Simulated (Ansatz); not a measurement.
Input and command of a calculation in Ansatz (plane waves; scalar-relativistic PAW potentials unless the input names others):

```yaml
crystal:
  lattice:
    - [3.5584063493, 0.0, 0.0]
    - [0.0, 3.5584063493, 0.0]
    - [0.0, 0.0, 5.1326626706]
  atoms:
    - { symbol: Hf, position: [0.5, 0.5, 0.5] }
    - { symbol: Hf, position: [0.0, 0.0, 0.0] }
    - { symbol: O, position: [0.0, 0.5, 0.7044890633] }
    - { symbol: O, position: [0.5, 0.0, 0.7955109367] }
    - { symbol: O, position: [0.5, 0.0, 0.2955109367] }
    - { symbol: O, position: [0.0, 0.5, 0.2044890633] }
basis:
  ecutwfc: 420
  precision: f64
kpoints:
  mp_grid: { grid: [6, 6, 4] }
hamiltonian:
  xc: pbe
  hubbard: { sites: [{ species: Hf, l: d, u_eff: 1.0 }], double_counting: amf }
scf:
  occupations: { method: gaussian, width: 0.02 }
  eigensolver: { kind: davidson }
output:
  forces: true
  eigenvalues: true
  stress: true
```

```bash
ansatz run input.yaml --threads 1 --pin off --max-ram 2560MiB --backend cpu --events-out ev --progress --plain --runs-dir out
```

Abridged log:
```
Hf: projections on atomic orbitals take those of the free atom [Kr 4d10] 4f14 5s2 5p6 5d2 6s2, of charge +0.00 (hamiltonian.pseudopotentials.projection_atoms); the dataset's partial waves leave at most 4.9e-5 of an orbital's norm unspanned inside its sphere
O: projections on atomic orbitals take those of the free atom [He] 2s2 2p4, of charge +0.00 (hamiltonian.pseudopotentials.projection_atoms); the dataset's partial waves leave at most 1.9e-8 of an orbital's norm unspanned inside its sphere
Pseudopotentials: kind: paw
Pseudopotential: Hf, paw, valence charge 26, recommended cutoff 420 eV (normal)
Pseudopotential: O, paw, valence charge 6, recommended cutoff 420 eV (normal)
Functional definition: PBE
davidson cushion auto → off (block headroom 8 ≥ Hubbard manifold empty extent 8; pin scf.eigensolver.cushion to override)
Crystal: 6 atoms, lattice volume = 64.991 Å³
Basis set: ecut = 420 eV, 1261 PW (Γ), exchange–correlation on 48×48×72 points (8 copies of the dense FFT grid, shifted against one another)
Bands: 46, of which v1, the nominal top of the filled ones, is band 38 counted from 1 (37 counted from 0)
Symmetry: 16 space group operations
Space group: P42/nmc (ITA 137), of the structure as read, at distance tolerance 4.0e-5 Å
k-points: 30 of 144
Initial density: superposition of atomic densities (chi_scale 0.1, normalization cell, long waves of neutral atoms under a Hubbard term (reshape's long-wave potential 0.00 eV rms, cloud 2.41 Å wide))
Initial wavefunctions: pseudopotential atomic-orbital guess
Functional: x = pbe(κ = 0.804, μ = 0.21951497), c = pbe(β = 0.06672455)
SCF iter   1: F=—  HF=-33723.936554 eV  |F-HF|=—  |Δ(HF+E_count)|=         —  Δρ=8.10e-2  dr2=3.40e0  ethr=4.36e-3  ⟨swp⟩=4.0  Hψ=6671  notcnv=0
SCF iter   2: F=—  HF=-33723.186934 eV  |F-HF|=—  |Δ(HF+E_count)|=   7.50e-1  Δρ=4.21e-2  dr2=1.01e0  ethr=4.36e-3  ⟨swp⟩=3.9  Hψ=3083  notcnv=0  defer=1
SCF iter   3: F=—  HF=-33723.008169 eV  |F-HF|=—  |Δ(HF+E_count)|=   1.79e-1  Δρ=1.78e-2  dr2=1.86e-1  ethr=1.33e-3  ⟨swp⟩=3.7  Hψ=3541  notcnv=0  defer=2
SCF iter   4: F=—  HF=-33722.950066 eV  |F-HF|=—  |Δ(HF+E_count)|=   5.81e-2  Δρ=7.69e-3  dr2=2.99e-2  ethr=2.45e-4  ⟨swp⟩=4.8  Hψ=4273  notcnv=0  defer=2
SCF iter   5: F=—  HF=-33722.964229 eV  |F-HF|=—  |Δ(HF+E_count)|=   1.42e-2  Δρ=2.98e-3  dr2=4.61e-3  ethr=3.94e-5  ⟨swp⟩=4.6  Hψ=3624  notcnv=0  defer=4
SCF iter   6: F=—  HF=-33722.963137 eV  |F-HF|=—  |Δ(HF+E_count)|=   1.09e-3  Δρ=1.23e-3  dr2=7.65e-4  ethr=6.06e-6  ⟨swp⟩=3.4  Hψ=3924  notcnv=0  defer=2
SCF iter   7: F=—  HF=-33722.963783 eV  |F-HF|=—  |Δ(HF+E_count)|=   6.46e-4  Δρ=6.26e-4  dr2=2.23e-4  ethr=1.01e-6  ⟨swp⟩=3.5  Hψ=3120  notcnv=0  defer=1
SCF iter   8: F=—  HF=-33722.963958 eV  |F-HF|=—  |Δ(HF+E_count)|=   1.75e-4  Δρ=1.04e-4  dr2=5.36e-6  ethr=7.36e-9  ⟨swp⟩=3.0  Hψ=5989  notcnv=0
SCF iter   9: F=—  HF=-33722.963968 eV  |F-HF|=—  |Δ(HF+E_count)|=   1.05e-5  Δρ=1.39e-5  dr2=7.45e-8  ethr=7.06e-9  ⟨swp⟩=3.1  Hψ=2929  notcnv=0  defer=1
SCF iter  10: F=-33722.963969 eV  HF=-33722.963969 eV  |F-HF|=3.86e-10  |Δ(HF+E_count)|=   3.80e-7  Δρ=4.41e-6  dr2=9.98e-9  ethr=9.80e-11  ⟨swp⟩=4.9  Hψ=4382  notcnv=0
the search or the solves at the SCF's close seem to have found levels that the self-consistency loop had missed (the run counts 2). By its estimate they hold under 1e-12 electrons; where the run keeps them, the occupations were computed again with them
SCF 1 converged in 10 iterations: F = -33722.963969 eV  dr2 = 9.98e-9
  Residual-converged pass: ⟨swp⟩=2.1  Hψ=2495  notcnv=0  max |occ|·‖R‖ = 6.2e-6 eV (tolerance 6.7e-6 eV) dr2=1.01e-8  dr2_onsite=4.19e-9  max |Δocc| = 0.0e0
SCF converged after 10 iterations
Free energy (F): -33722.963969 eV
Harris-Foulkes:  -33722.963969 eV  (|F-HF|=3.86e-10)
Internal energy: -33722.963969 eV  (E = F + TS)
E sigma→0 (E₀):  -33722.963969 eV
Fermi energy:    17.798797 eV
DFT+U double counting: amf (around mean field; hamiltonian.hubbard.double_counting)
--- Forces (eV/Å), atoms counted from 1 ---
  atom   1  Hf     0.00000000     0.00000000     0.00000000
  atom   2  Hf     0.00000000     0.00000000     0.00000000
  atom   3  O      0.00000000     0.00000000     0.01512222
  atom   4  O      0.00000000     0.00000000    -0.01512222
  atom   5  O      0.00000000     0.00000000    -0.01512222
  atom   6  O      0.00000000     0.00000000     0.01512222
--- Stress (GPa, compression-positive) ---
       10.056055       0.000000       0.000000
        0.000000      10.056055       0.000000
        0.000000       0.000000       9.928534
  P = ⅓ Tr σ = 10.0135 GPa (100.135 kbar)
Occupation matrices written to <dir>
```

Apart from outputs, empty bands and the relaxation, which only the reference makes, the input differs from a reference run on usual settings in hamiltonian.hubbard: not typed → {"sites": [{"species": "Hf", "l": "d", "u_eff": 1.0}], "double_counting": "amf"}; scf.eigensolver.kind: not typed → "davidson"; basis.precision: not typed → "f64". The reference, at the same geometry, ended its own course with pressure 10.02 GPa, largest force 0.000 eV/Å, gap on the mesh 4.62 eV. This run converged in 10 SCF iterations with an energy at zero smearing 4.08 meV/atom below the reference's (the Hamiltonian itself differs), pressure 10.01 GPa, largest force 0.015 eV/Å, gap on the mesh 4.66 eV.

The run took 6.2 s on 1 thread of Intel(R) Xeon(R) 6975P-C (Granite Rapids) (shared host), peak memory 0.47 GiB.